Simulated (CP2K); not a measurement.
Here is a CP2K 2026.2 calculation.

The input inas_bands.inp:

```
&GLOBAL
  PROJECT inas_bands
  RUN_TYPE ENERGY_FORCE
  PRINT_LEVEL LOW
&END GLOBAL
&FORCE_EVAL
  METHOD QS
  STRESS_TENSOR ANALYTICAL
  &DFT
    BASIS_SET_FILE_NAME BASIS_MOLOPT
    POTENTIAL_FILE_NAME GTH_POTENTIALS
    &MGRID
      CUTOFF 450
      REL_CUTOFF 60
      NGRIDS 4
    &END MGRID
    &QS
      METHOD GPW
      EPS_DEFAULT 1.0E-9
    &END QS
    &KPOINTS
      SCHEME MONKHORST-PACK 6 6 6
      GAMMA_CENTERED T
      SYMMETRY T
      SYMMETRY_BACKEND SPGLIB
    &END KPOINTS
    &SCF
      SCF_GUESS ATOMIC
      EPS_SCF 1.0E-6
      MAX_SCF 100
      ADDED_MOS 10
      CHOLESKY OFF
      EPS_EIGVAL 1.0E-7
      &DIAGONALIZATION ON
        ALGORITHM STANDARD
      &END DIAGONALIZATION
      &MIXING ON
        METHOD BROYDEN_MIXING
        ALPHA 0.4
        BETA 1.5
        NBUFFER 8
      &END MIXING
      &SMEAR ON
        METHOD FERMI_DIRAC
        ELECTRONIC_TEMPERATURE [K] 1160.452
      &END SMEAR
    &END SCF
    &XC
      &XC_FUNCTIONAL
        &GGA_X_PBE
        &END GGA_X_PBE
        &GGA_C_PBE
        &END GGA_C_PBE
      &END XC_FUNCTIONAL
    &END XC
    &PRINT
      &KPOINTS ON
      &END KPOINTS
      &MULLIKEN ON
      &END MULLIKEN
      &MO ON
        ENERGIES T
        OCCUPATION_NUMBERS T
        &EACH
          QS_SCF 0
        &END EACH
        ADD_LAST NUMERIC
      &END MO
      &LOWDIN ON
      &END LOWDIN
      &HIRSHFELD ON
        SHAPE_FUNCTION DENSITY
      &END HIRSHFELD
      &BAND_STRUCTURE
        FILE_NAME bands.bs
        ADDED_MOS 6
        &KPOINT_SET
          UNITS B_VECTOR
          NPOINTS 10
          SPECIAL_POINT GAMMA 0.00000000 0.00000000 0.00000000
          SPECIAL_POINT X 0.50000000 0.00000000 0.50000000
          SPECIAL_POINT W 0.50000000 0.25000000 0.75000000
          SPECIAL_POINT K 0.37500000 0.37500000 0.75000000
          SPECIAL_POINT GAMMA 0.00000000 0.00000000 0.00000000
          SPECIAL_POINT L 0.50000000 0.50000000 0.50000000
          SPECIAL_POINT U 0.62500000 0.25000000 0.62500000
          SPECIAL_POINT W 0.50000000 0.25000000 0.75000000
          SPECIAL_POINT L 0.50000000 0.50000000 0.50000000
          SPECIAL_POINT K 0.37500000 0.37500000 0.75000000
        &END KPOINT_SET
        &KPOINT_SET
          UNITS B_VECTOR
          NPOINTS 10
          SPECIAL_POINT U 0.62500000 0.25000000 0.62500000
          SPECIAL_POINT X 0.50000000 0.00000000 0.50000000
        &END KPOINT_SET
      &END BAND_STRUCTURE
    &END PRINT
  &END DFT
  &SUBSYS
    &CELL
      A 4.2680965312 0.0000000000 0.0000000000
      B 2.1340482656 3.6962800219 0.0000000000
      C 2.1340482656 1.2320933406 3.4848862248
      PERIODIC XYZ
    &END CELL
    &COORD
      In  0.0000000000 0.0000000000 0.0000000000
      As  6.4021447968 3.6962800219 2.6136646686
    &END COORD
    &KIND In
      BASIS_SET DZVP-MOLOPT-SR-GTH-q13
      POTENTIAL GTH-PBE-q13
    &END KIND
    &KIND As
      BASIS_SET DZVP-MOLOPT-SR-GTH-q5
      POTENTIAL GTH-PBE-q5
    &END KIND
    &PRINT
      &ATOMIC_COORDINATES ON
      &END ATOMIC_COORDINATES
      &CELL ON
      &END CELL
      &SYMMETRY ON
      &END SYMMETRY
    &END PRINT
  &END SUBSYS
  &PRINT
    &FORCES ON
    &END FORCES
    &STRESS_TENSOR ON
    &END STRESS_TENSOR
  &END PRINT
&END FORCE_EVAL
```

Potentials or basis: GTH_POTENTIALS In GTH-PBE-q13, As GTH-PBE-q5; DZVP-MOLOPT-SR-GTH basis.

Run with:

```console
$ OMP_NUM_THREADS=4 cp2k.psmp -i inas_bands.inp -o inas_bands.out
```

Question: What does it give for the pressure?

Answer: 5.1 GPa.

Question: Estimate the band gap on the k mesh.

Answer: None (metal or under the smearing width).

Levels at the corners of the path, in eV from the Fermi level:
```
point  band 6  band 7  band 8  band 9  band 10  band 11  band 12  band 13
    Γ  -12.03   -0.31   -0.12   -0.12    -0.12     3.84     3.84     3.84
    X  -10.01   -6.01   -2.48   -2.48     1.47     2.00     9.47     9.47
    W   -9.96   -5.87   -3.11   -3.03     4.17     4.25     5.07     6.39
    K  -10.03   -5.87   -3.43   -2.10     2.04     4.25     7.54     7.64
    Γ  -12.03   -0.31   -0.12   -0.12    -0.12     3.84     3.84     3.84
    L  -10.56   -5.94   -1.13   -1.13     0.85     4.67     4.67     7.33
    U  -10.03   -5.87   -3.43   -2.10     2.04     4.25     7.54     7.64
    W   -9.96   -5.87   -3.11   -3.03     4.17     4.25     5.07     6.39
    L  -10.56   -5.94   -1.13   -1.13     0.85     4.67     4.67     7.33
    K  -10.03   -5.87   -3.43   -2.10     2.04     4.25     7.54     7.64
    U  -10.03   -5.87   -3.43   -2.10     2.04     4.25     7.54     7.64
    X  -10.01   -6.01   -2.48   -2.48     1.47     2.00     9.47     9.47
```

Caveat: spin-orbit coupling is left out, which moves the levels of the heavy elements; the basis of atomic orbitals isn't converged, which shifts pressures, moduli and gaps.

**The experiment to reproduce.**

A printed reference work, data compilation reports, for a bulk crystal of InAs at 4.2 K: band gap 0.418 eV (direct).

A measured gap of InAs is 0.418 eV (direct; 4.2 K; a printed reference work, data compilation); the calculated 0.00 eV misses it by -0.42 eV. Spin-orbit coupling on As, In is left out. The value is that of PBE in an atomic basis (GTH_POTENTIALS In GTH-PBE-q13, As GTH-PBE-q5; DZVP-MOLOPT-SR-GTH basis), whose error adds to the functional's, on a finite k mesh, which can miss the band edges, without temperature or zero-point motion. Semilocal functionals fall short of measured gaps as a rule.
